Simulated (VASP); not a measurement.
# CaSe in VASP: notebook

The runs below take CaSe through single point, with r2SCAN, PBE0.

Program: VASP 6.6.1. These are calculated values, not measurements. Logs are shortened: lines on timing, memory, paths and dates and some standing lists are left out, and cuts for length are marked.

**Experimental background.**

From a printed reference work, monograph, original work of 1988, for a bulk crystal of CaSe at 2 K: band gap 3.85 eV (indirect).

How close the calculation comes is told below.

### 1 The cell of the first run

The structure is tetragonal, space group I4mm (No. 107). The conventional cell has a = 4.180 Å, b = 4.180 Å, c = 5.853 Å, α = 90.00°, β = 90.00°, γ = 90.00°. Within 3.8 Å of Se (site symmetry 4mm) lie 6 Ca at 2.89 to 2.97 Å. Within 3.8 Å of Ca (site symmetry 4mm) lie 6 Se at 2.89 to 2.97 Å.

### 2 Single point, r2SCAN, non-collinear spin, zero start, spin-orbit coupling (last atom moved by 0.04 Å along z, cell strained by -1.0% along z)

INCAR reads:

```
SYSTEM = CaSe
METAGGA = R2SCAN
LSORBIT = .TRUE.
MAGMOM = 0 0 0 0 0 0
LORBIT = 11
ISMEAR = 0
SIGMA = 0.03
LWAVE = .FALSE.
LCHARG = .FALSE.
ISIF = 2
PREC = Accurate
LASPH = .TRUE.
LREAL = .FALSE.
ALGO = Normal
EDIFF = 1E-6
NELM = 200
GGA_COMPAT = .FALSE.
ENCUT = 340
EFERMI = MIDGAP
LMIXTAU = .TRUE.
KPAR = 4
NBANDS = 36
```

KPOINTS reads:

```
Automatic mesh
0
Gamma
  7 7 7
  0 0 0
```

POSCAR reads:

```
CaSe
1.0
    0.0000000000      2.9560000000      2.9264400000
    2.9560000000      0.0000000000      2.9264400000
    2.9560000000      2.9560000000      0.0000000000
Se Ca
1 1
Direct
    0.5000000000      0.5000000000      0.5000000000
    0.0067659000      0.0067659000     -0.0067659000
```

Potentials or basis: VASP PAW PBE potentials, release 64 (Se, Ca_sv).

Command:

```console
$ cat potpaw_PBE.64/Se/POTCAR potpaw_PBE.64/Ca_sv/POTCAR > POTCAR
$ mpirun -np 4 vasp_ncl > vasp.out
```

OUTCAR:

```text
SYSTEM = CaSe
   METAGGA = R2SCAN
   LSORBIT = .TRUE.
   LORBIT = 11
   ISMEAR = 0
   ISIF = 2
   PREC = Accurate
   LASPH = .TRUE.
   LREAL = .FALSE.
   EDIFF = 1E-6
   NELM = 200
   ENCUT = 340
   EFERMI = MIDGAP

 Found     70 irreducible k-points:

 Following reciprocal coordinates:
            Coordinates               Weight
  0.000000  0.000000  0.000000      1.000000
  0.142857  0.000000  0.000000      4.000000
 -0.142857 -0.000000  0.000000      4.000000
  0.285714  0.000000  0.000000      4.000000
 -0.285714 -0.000000  0.000000      4.000000
  0.428571  0.000000  0.000000      4.000000
   k-points           NKPTS =     70   k-points in BZ     NKDIM =     70   number of bands    NBANDS=     36
   number of dos      NEDOS =    301   number of ions     NIONS =      2
   total plane-waves  NPLWV =  21952
   dimension x,y,z NGX =    28 NGY =   28 NGZ =   28
   dimension x,y,z NGXF=    56 NGYF=   56 NGZF=   56
   ions per type =               1   1
   NGX,Y,Z   is equivalent  to a cutoff of  11.19, 11.19, 11.13 a.u.
   NGXF,Y,Z  is equivalent  to a cutoff of  22.38, 22.38, 22.27 a.u.
 SYSTEM =  CaSe
   PREC   = accura    normal or accurate (medium, high low for compatibility)
   ISTART =      0    job   : 0-new  1-cont  2-samecut
   ICHARG =      2    charge: 1-file 2-atom 10-const
   ISPIN  =      1    spin polarized calculation?
   LNONCOLLINEAR =      T non collinear calculations
   LSORBIT =      T    spin-orbit coupling
   LASPH  =      T    aspherical Exc in radial PAW
   ENCUT  =  340.0 eV  24.99 Ry    5.00 a.u.   6.25  6.25  6.29*2*pi/ulx,y,z
   NELM   =    200;   NELMIN=  2; NELMDL= -5     # of ELM steps
   EDIFF  = 0.1E-05   stopping-criterion for ELM
   LREAL  =      F    real-space projection
   EDIFFG = 0.1E-04   stopping-criterion for IOM
   NSW    =      0    number of steps for IOM
   IBRION =     -1    ionic relax: 0-MD 1-quasi-New 2-CG
   NFREE  =      0    steps in history (QN), initial steepest desc. (CG)
   ISIF   =      2    stress and relaxation
   ISYM   =      2    0-nonsym 1-usesym 2-fastsym
   POTIM  = 0.5000    time-step for ionic-motion
   TEBEG  =    0.0;   TEEND  =   0.0 temperature during run

   SCALEE = 1.0000    scale energy and forces
   PSTRESS=    0.0 pullay stress
   NELECT =      16.0000    total number of electrons
   NUPDOWN=      -1.0000    fix difference up-down
   EMIN   =  10.00;   EMAX   =-10.00  energy-range for DOS
   EFERMI =   0.00;   METHOD = MIDGAP
   ISMEAR =     0;   SIGMA  =   0.03  broadening in eV -4-tet -1-fermi 0-gaus
   EFERMI_NEDOS =   21; number of points for ismear=-14 and -15
   IALGO  =     38    algorithm
   IMIX   =      4    mixing-type and parameters
     AMIX     =   0.40;   BMIX     =  1.00
     AMIX_MAG =   1.60;   BMIX_MAG =  1.00
  volume/ion in A,a.u.               =      25.57       172.56
  Fermi-wavevector in a.u.,A,eV,Ry     =   1.111361  2.100169 16.804886  1.235124
  Thomas-Fermi vector in A             =   2.247924
   LORBIT       =     11    0 simple, 1 ext, 2 COOP (PROOUT), +10 PAW based schemes
   METAGGA = R2SCAN    functional components
   LHFCALC =     F    Hartree Fock is set to
   AEXX    =    0.0000 exact exchange contribution
   IVDW    =     0    specifies the selected vdW correction
   LEPSILON=     F    determine dielectric tensor
   LRPA    =     F    only Hartree local field effects (RPA)

   CSHIFT  =0.1000    complex shift for real part using Kramers Kronig

   OMEGAMAX=  -1.0    maximum frequency
 Gauss-broadening in eV      SIGMA  =   0.03
  energy-cutoff  :      340.00
  volume of cell :       51.14
 maximum number of plane-waves:      1480
 NGX is ok and might be reduce to    28
   NGX = 13   NGY = 13   NGZ = 13

 number of electron      16.0000000 magnetization       0.0000000      0.0000000      0.0000000

 number of electron      16.0000000 magnetization       0.0000000     -0.0000000     -0.0000000

 number of electron      16.0000000 magnetization      -0.0000000      0.0000000      0.0000000

 Free energy of the ion-electron system (eV)
  ---------------------------------------------------
  ext. energy  EPLUGINS =         0.00000000
  ---------------------------------------------------
  free energy    TOTEN  =       -25.98814210 eV

  energy without entropy =      -25.98814210  energy(sigma->0) =      -25.98814210

 E-fermi :   3.5940     XC(G=0):  -9.6324

 val. band max:        2.3964595829   @ k =   0.0000   0.0000   0.0000
 cond. band min:       4.7915241325   @ k =  -0.4286  -0.4286   0.0000
 fundamental gap:      2.3950645496
 Fermi energy:         3.5939918577

 k-point     1 :       0.0000    0.0000    0.0000
  band No.  band energies     occupation
      1     -38.9923      1.00000
      2     -38.9923      1.00000
      3     -19.3596      1.00000
      4     -19.3596      1.00000
      5     -18.9818      1.00000
      6     -18.9818      1.00000
[... 20 lines left out ...]
     27       7.1329      0.00000
     28       7.1329      0.00000

 k-point     2 :       0.1429    0.0000    0.0000
  band No.  band energies     occupation
      1     -38.9909      1.00000
      2     -38.9909      1.00000
      3     -19.3687      1.00000
      4     -19.3678      1.00000
      5     -18.9983      1.00000
      6     -18.9973      1.00000
[... 20 lines left out ...]
     27       7.7088      0.00000
     28       7.7204      0.00000

 k-point     3 :      -0.1429   -0.0000    0.0000
  band No.  band energies     occupation
      1     -38.9909      1.00000
      2     -38.9909      1.00000
      3     -19.3687      1.00000
      4     -19.3678      1.00000
      5     -18.9983      1.00000
      6     -18.9973      1.00000
[... 20 lines left out ...]
     27       7.7088      0.00000
     28       7.7204      0.00000

 k-point     4 :       0.2857    0.0000    0.0000
  band No.  band energies     occupation
      1     -38.9879      1.00000
      2     -38.9879      1.00000
      3     -19.3903      1.00000
      4     -19.3892      1.00000
      5     -19.0327      1.00000
      6     -19.0315      1.00000
[... 20 lines left out ...]
     27       9.0694      0.00000
     28       9.0828      0.00000

 k-point     5 :      -0.2857   -0.0000    0.0000
  band No.  band energies     occupation
      1     -38.9879      1.00000
      2     -38.9879      1.00000
      3     -19.3903      1.00000
      4     -19.3892      1.00000
      5     -19.0327      1.00000
      6     -19.0315      1.00000
[... 20 lines left out ...]
     27       9.0694      0.00000
     28       9.0828      0.00000

 k-point     6 :       0.4286    0.0000    0.0000
  band No.  band energies     occupation
      1     -38.9855      1.00000
      2     -38.9855      1.00000
      3     -19.4092      1.00000
      4     -19.4086      1.00000
      5     -19.0570      1.00000
      6     -19.0564      1.00000
[... 20 lines left out ...]
     27      10.1891      0.00000
     28      10.1911      0.00000

 [... further k-points ...]

 [bands above 28 left out]

------------------------ aborting loop because EDIFF is reached ----------------------------------------

  FORCE on cell =-STRESS in cart. coord.  units (eV):
  Direction    XX          YY          ZZ          XY          YZ          ZX
  --------------------------------------------------------------------------------------
  -------------------------------------------------------------------------------------
  Total        0.3178520      0.3178520      0.7151676      0.0000000      0.0000000     -0.0000000
  in kB        9.9576550      9.9576550     22.4047419      0.0000000      0.0000000     -0.0000000
  external PRESSURE =      14.1066839 kB  Pullay stress =       0.0000000 kB

 VOLUME and BASIS-vectors are now :
 -----------------------------------------------------------------------------
  energy-cutoff  :      340.00
  volume of cell :       51.14
      direct lattice vectors                 reciprocal lattice vectors
     0.000000000  2.956000000  2.926440000    -0.169147497  0.169147497  0.170856057
     2.956000000  0.000000000  2.926440000     0.169147497 -0.169147497  0.170856057
     2.956000000  2.956000000  0.000000000     0.169147497  0.169147497 -0.170856057

 POSITION                                       TOTAL-FORCE (eV/Angst)
 -----------------------------------------------------------------------------------
      2.95600      2.95600      2.92644         0.000000      0.000000      0.157114
      2.95600      2.95600      0.03960         0.000000      0.000000     -0.157114
 -----------------------------------------------------------------------------------
    total drift:                                0.000000      0.000000      0.001239

  FREE ENERGIE OF THE ION-ELECTRON SYSTEM (eV)
  ---------------------------------------------------
  free  energy   TOTEN  =       -25.9881420964 eV

  energy  without entropy=      -25.9881420964  energy(sigma->0) =      -25.98814210

 Spin-Orbit-Coupling matrix elements

 Ion:    1  E_soc:     -0.0329919
 l=   1
     0.0000000    -0.0054973    -0.0055003
    -0.0054973     0.0000000    -0.0054973
    -0.0055003    -0.0054973     0.0000000
 l=   2
     0.0000000    -0.0000004     0.0000000    -0.0000004     0.0000000
    -0.0000004     0.0000000     0.0000001    -0.0000004     0.0000000
     0.0000000     0.0000001     0.0000000     0.0000001     0.0000000
    -0.0000004    -0.0000004     0.0000001     0.0000000     0.0000000
     0.0000000     0.0000000     0.0000000     0.0000000     0.0000000
 l=   3
     0.0000000     0.0000000     0.0000000     0.0000000     0.0000000     0.0000000     0.0000000
     0.0000000     0.0000000     0.0000000     0.0000000     0.0000000     0.0000000     0.0000000
     0.0000000     0.0000000     0.0000000     0.0000000     0.0000000     0.0000000     0.0000000
     0.0000000     0.0000000     0.0000000     0.0000000     0.0000000     0.0000000     0.0000000
     0.0000000     0.0000000     0.0000000     0.0000000     0.0000000     0.0000000     0.0000000
     0.0000000     0.0000000     0.0000000     0.0000000     0.0000000     0.0000000     0.0000000
     0.0000000     0.0000000     0.0000000     0.0000000     0.0000000     0.0000000     0.0000000

 Ion:    2  E_soc:     -0.0056864
 l=   1
     0.0000000    -0.0009380    -0.0009372
    -0.0009380     0.0000000    -0.0009380
    -0.0009372    -0.0009380     0.0000000
 l=   2
     0.0000000     0.0000010     0.0000000     0.0000010    -0.0000108
     0.0000010     0.0000000    -0.0000085     0.0000011    -0.0000027
     0.0000000    -0.0000085     0.0000000    -0.0000085     0.0000000
     0.0000010     0.0000011    -0.0000085     0.0000000    -0.0000027
    -0.0000108    -0.0000027     0.0000000    -0.0000027     0.0000000
 l=   3
     0.0000000     0.0000000     0.0000000     0.0000000     0.0000000     0.0000000     0.0000000
     0.0000000     0.0000000     0.0000000     0.0000000     0.0000000     0.0000000     0.0000000
     0.0000000     0.0000000     0.0000000     0.0000000     0.0000000     0.0000000     0.0000000
     0.0000000     0.0000000     0.0000000     0.0000000     0.0000000     0.0000000     0.0000000
     0.0000000     0.0000000     0.0000000     0.0000000     0.0000000     0.0000000     0.0000000
     0.0000000     0.0000000     0.0000000     0.0000000     0.0000000     0.0000000     0.0000000
     0.0000000     0.0000000     0.0000000     0.0000000     0.0000000     0.0000000     0.0000000

 total charge

# of ion       s       p       d       tot
------------------------------------------
    1        1.425   2.561   0.005   3.991
    2        2.028   5.857   0.226   8.111
--------------------------------------------------
tot          3.453   8.418   0.231  12.101

 magnetization (x)

# of ion       s       p       d       tot
------------------------------------------
    1       -0.000  -0.000   0.000  -0.000
    2        0.000  -0.000   0.000   0.000
--------------------------------------------------
tot         -0.000  -0.000   0.000  -0.000

 magnetization (y)

# of ion       s       p       d       tot
------------------------------------------
    1        0.000   0.000  -0.000   0.000
    2        0.000   0.000  -0.000  -0.000
--------------------------------------------------
tot          0.000   0.000  -0.000   0.000

 magnetization (z)

# of ion       s       p       d       tot
------------------------------------------
    1        0.000   0.000   0.000   0.000
    2        0.000   0.000   0.000   0.000
--------------------------------------------------
tot          0.000   0.000   0.000   0.000
```

Wall time 10 min (4 MPI ranks of Intel Xeon Platinum 8259CL at 2.50GHz (Skylake/Cascade Lake), shared host); peak memory 0.36 GiB.

What came out:

* Free energy: -25.9881 eV
* Pressure: 1.4 GPa
* Largest force: 0.157 eV/Å
* Net moment: 0.00 μB per cell
* Valence electrons inside the program's atomic spheres: Se 3.99; Ca 8.11

Forces on the atoms (eV/Å):
```
Se   0.000  0.000  0.157
Ca   0.000  0.000 -0.157
```

Stress tensor (GPa, compression positive):
```
1.00 0.00 0.00
0.00 1.00 0.00
0.00 0.00 2.24
```

Moments on the atoms (μB; x, y, z):
```
Se  0.00 0.00 0.00
Ca  0.00 0.00 0.00
```

Caveat: the cell differs from its parent crystal (last atom moved by 0.04 Å along z, cell strained by -1.0% along z); the PAW data sets were made with another functional, which shifts forces and pressure a little.

### 3 Single point, PBE0

This run uses another cell than the first one, of 25.83 Å³/atom.

POSCAR reads:

```
CaSe
1.0
    0.0000000000      2.9560000000      2.9560000000
    2.9560000000      0.0000000000      2.9560000000
    2.9560000000      2.9560000000      0.0000000000
Se Ca
1 1
Direct
    0.5000000000      0.5000000000      0.5000000000
    0.0000000000      0.0000000000      0.0000000000
```

INCAR.step1 reads:

```
  PREC = Accurate
  ENCUT = 520
  EDIFF = 1E-5
  ISMEAR = -1
  SIGMA = 0.05
  LREAL = F
  LASPH = T
  NELM = 100
  ALGO = Normal
  ISIF = 2
  LWAVE = T
  LCHARG = F
  GGA = PE
  NBANDS = 15
```

INCAR.step2 reads:

```
  PREC = Accurate
  ENCUT = 520
  EDIFF = 1E-7
  ISMEAR = -1
  SIGMA = 0.05
  LREAL = F
  LASPH = T
  NELM = 100
  ALGO = Normal
  ISIF = 2
  LWAVE = F
  LCHARG = F
  GGA = PE
  LHFCALC = T
  AEXX = 0.25
  PRECFOCK = Normal
  ISTART = 1
  NBANDS = 15
```

KPOINTS reads:

```
regular mesh
0
Gamma
  6 6 6
```

Potentials or basis: VASP PAW PBE potentials, release 64 (Se, Ca_sv).

Command:

```console
$ cat potpaw_PBE.64/Se/POTCAR potpaw_PBE.64/Ca_sv/POTCAR > POTCAR
$ cp INCAR.step1 INCAR
$ mpirun -np 1 vasp_std > vasp.out
$ cp INCAR.step2 INCAR
$ mpirun -np 1 vasp_std > vasp.out
```

Wall time 66 min (1 thread of Intel Xeon 8259CL, shared host); peak memory 0.21 GiB.

The run converged. Its results:

```yaml
Free_energy: -11.2319 eV
Pressure: 0.8 GPa
Band_gap_on_the_k_mesh: 3.67 eV (least direct gap 4.73 eV)
```

Levels at points of the mesh, in eV from the valence-band top:
```tsv
k point	band 5	band 6	band 7	band 8	band 9	band 10	band 11	band 12
(0.00, 0.00, 0.00)	-12.99	0.00	0.00	0.00	4.97	5.65	5.65	5.65
(0.50, 0.00, 0.00)	-12.18	-3.66	-1.29	-1.29	6.08	7.74	7.86	7.86
(0.50, 0.50, 0.00)	-12.31	-2.86	-1.06	-1.06	3.67	6.74	7.23	8.40
```

Caveat: the PAW data sets were made with another functional, which shifts forces and pressure a little.

### 4 Against experiment

Step 3. A measured gap of CaSe is 3.85 eV (indirect; 2 K; a printed reference work, monograph, original work of 1988); the calculated 3.67 eV misses it by -0.18 eV. Spin-orbit coupling on Se is left out. The value is that of PBE0 on a finite k mesh, which can miss the band edges, without temperature or zero-point motion.
